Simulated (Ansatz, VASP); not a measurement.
One calculation of Te2Pt (Moncheite), two programs

File INCAR:

```
SYSTEM = Te2Pt
ALGO = Normal
EDIFF = 1E-7
ENCUT = 520
GGA = PE
ISIF = 2
ISMEAR = -1
LASPH = .TRUE.
LCHARG = .FALSE.
LREAL = .FALSE.
LWAVE = .FALSE.
NBANDS = 18
NELM = 80
PREC = Accurate
SIGMA = 0.05
```

The input KPOINTS:

```
k-points
0
G
  8 8 5
  0 0 0
```

Contents of POSCAR:

```
Te2Pt
1.0
    4.0365570653      0.0000000000      0.0000000000
   -2.0182785327      3.4957609624      0.0000000000
    0.0000000000      0.0000000000      5.2354447124
Pt Te
1 2
Direct
    0.0000000000      0.0000000000      0.0000000000
    0.6666666667      0.3333333333      0.7500000000
    0.3333333333      0.6666666667      0.2500000000
```

Contents of input.yaml:

```yaml
crystal:
  lattice:
    - [4.0365570653, 0.0, 0.0]
    - [-2.0182785327, 3.4957609624, 0.0]
    - [0.0, 0.0, 5.2354447124]
  atoms:
    - { symbol: Pt, position: [0.0, 0.0, 0.0] }
    - { symbol: Te, position: [0.6666666667, 0.3333333333, 0.75] }
    - { symbol: Te, position: [0.3333333333, 0.6666666667, 0.25] }
hamiltonian:
  xc: pbe
  pseudopotentials: { kind: paw }
kpoints:
  mp_grid: { grid: [8, 8, 5] }
scf:
  occupations: { method: fermi_dirac, width: 0.05 }
output:
  forces: true
  stress: true
  eigenvalues: true
```

Change from the starting cell: volume scaled by 1.02.

Alike in both runs: task single point; functional PBE; k mesh 8 × 8 × 5; occupations fermi-dirac, width 0.05 eV; no spin polarisation.

|  | VASP | Ansatz |
| --- | --- | --- |
| version | VASP 6.6.1 | Ansatz 0.2.0 |
| potentials or method | VASP PAW PBE potentials, release 64 (Pt, Te) | Ansatz PAW |
| plane-wave cutoff (eV) | 520 | 420 |
| valence electrons in the cell | 22 | 50 |

Ansatz gave:

* gap on the k mesh at the Fermi level (eV): none
* pressure (GPa): 6.1
* largest component of the traceless stress (GPa): 0.60
* rms of the force components (eV/Å): 0.356

Q: Which values does VASP return?

A: gap on the k mesh at the Fermi level (eV): none; pressure (GPa): 5.9; largest component of the traceless stress (GPa): 0.57; rms of the force components (eV/Å): 0.352.

Atom by atom the forces differ by 0.004 eV/Å (rms over components). A gap of «none» marks a metal or a gap that the smearing closes. The two sets of potentials don't hold the same shells in valence.

Spin-orbit coupling is left out, which matters for the levels of Pt, Te.
